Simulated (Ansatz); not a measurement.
**TiAl3: convergence and cost**

The task here is to estimate one member of a computed series from the others.

Method: DFT PBEsol, scalar-relativistic, plane waves, PAW, in Ansatz 0.2.0.

2 further runs of the same task are left out: 1 for a known fault of the program, 1 set aside as unsound or not needed. Runs told in other sessions of the task aren't counted.

## The starting structure

The structure is orthorhombic, space group Pmm2 (No. 25). Conventional cell: a = 2.840 Å, b = 4.681 Å, c = 4.901 Å, α = 90.00°, β = 90.00°, γ = 90.00°. Around Ti (site symmetry mm2) lie 10 Al at 2.83 to 2.85 Å and 2 Ti at 2.84 Å. Al (site symmetry mm2) is surrounded by 4 Ti at 2.83 to 2.84 Å and 8 Al at 2.84 to 2.86 Å. Al (site symmetry mm2) is surrounded by 8 Al at 2.81 to 2.86 Å and 4 Ti at 2.85 Å. Around Al (site symmetry mm2) lie 10 Al at 2.81 to 2.86 Å and 2 Ti at 2.85 Å.

Structure file:

```
CELL_PARAMETERS angstrom
2.83968 0.00000 0.00000
0.00000 4.68126 0.00000
0.00000 0.00000 4.90074
ATOMIC_POSITIONS crystal
Ti 0.00000 0.50000 0.16592
Al 0.50000 0.50000 0.66727
Al 0.50000 0.00000 0.33091
Al 0.00000 0.00000 0.83590
```

Source of the structure: the Materials Project (structure only). It is taken as it stands there.

## The base input

input.yaml reads:

```yaml
crystal:
  lattice:
    - [2.839677, 0.0, 0.0]
    - [0.0, 4.681264, 0.0]
    - [0.0, 0.0, 4.900742]
  atoms:
    - { symbol: Ti, position: [0.0, 0.5, 0.165916] }
    - { symbol: Al, position: [0.5, 0.5, 0.667271] }
    - { symbol: Al, position: [0.5, 0.0, 0.330912] }
    - { symbol: Al, position: [0.0, 0.0, 0.8359] }
basis:
  ecutwfc: 420
kpoints:
  mp_grid: { grid: [14, 10, 10] }
hamiltonian:
  xc: pbesol
scf:
  occupations: { method: gaussian, width: 0.1 }
output:
  forces: true
  stress: true
  eigenvalues: true
  populations: true
  write_density: true
  write_potential: true
  elf: true
  volumetric_format: npy
```

Its results, from an earlier run: -1012.1261 eV/atom at zero smearing, pressure -2.44 GPa, largest force 0.048 eV/Å, no gap on the mesh, in 6 SCF cycles and 23 s.

Set-up of the first run:

input.yaml reads:

```yaml
crystal:
  lattice:
    - [2.839677, 0.0, 0.0]
    - [0.0, 4.681264, 0.0]
    - [0.0, 0.0, 4.900742]
  atoms:
    - { symbol: Ti, position: [0.0, 0.5, 0.165916] }
    - { symbol: Al, position: [0.5, 0.5, 0.667271] }
    - { symbol: Al, position: [0.5, 0.0, 0.330912] }
    - { symbol: Al, position: [0.0, 0.0, 0.8359] }
basis:
  ecutwfc: 420
kpoints:
  mp_grid: { grid: [1, 1, 1] }
hamiltonian:
  xc: pbesol
scf:
  occupations: { method: gaussian, width: 0.1 }
output:
  forces: true
  stress: true
  eigenvalues: true
```

Started as:

```sh
$ ansatz run input.yaml --threads 1 --pin off --max-ram 2560MiB --backend cpu --events-out ev --progress --plain --runs-dir out
```

Steps of the session up to this table: K-point mesh: 1×1×1; K-point mesh set to 2×2×2; K-point mesh set to 4×2×2; K-point mesh set to 6×4×4; K-point mesh set to 8×6×6; K-point mesh set to 12×8×8; K-point mesh: 14×8×8; K-point mesh: 16×10×10; K-point mesh set to 18×12×12; K-point mesh set to 22×14×12; K-point mesh: 24×16×14.

One table of the session follows, with a row left open; its other results are not shown here.

It belongs to the step «What the k-point mesh changes». 

| mesh | ΔE (meV/atom) | pressure (GPa) | largest change of a force component (eV/Å) |
| --- | --- | --- | --- |
| 1×1×1 | -1831 | -11.10 | 2.931 |
| 2×2×2 | -240 | -4.19 | 0.157 |
| 4×2×2 | 1.53 | -2.29 | 0.189 |
| 6×4×4 | -6.71 | -2.44 | 0.061 |
| 8×6×6 | ? | ? | ? |
| 12×8×8 | 1.01 | -2.44 | 0.013 |
| 14×8×8 | -0.76 | -2.46 | 0.006 |
| 14×10×10 | -0.47 | -2.44 | 0.006 |
| 16×10×10 | 0.44 | -2.43 | 0.007 |
| 18×12×12 | -0.04 | -2.45 | 0.003 |
| 22×14×12 | 0.19 | -2.44 | 0.003 |
| 24×16×14 | 0.00 | -2.45 | 0.000 |

Q: Estimate the row for 8×6×6 from the others.

As computed: ΔE (meV/atom): 6.05; pressure (GPa): -2.37; largest change of a force component (eV/Å): 0.022. In the column «ΔE (meV/atom)» it is the highest.

To keep in mind: The error changes sign along the series, since a k mesh isn't variational, and a metal needs dense meshes to resolve its Fermi surface.
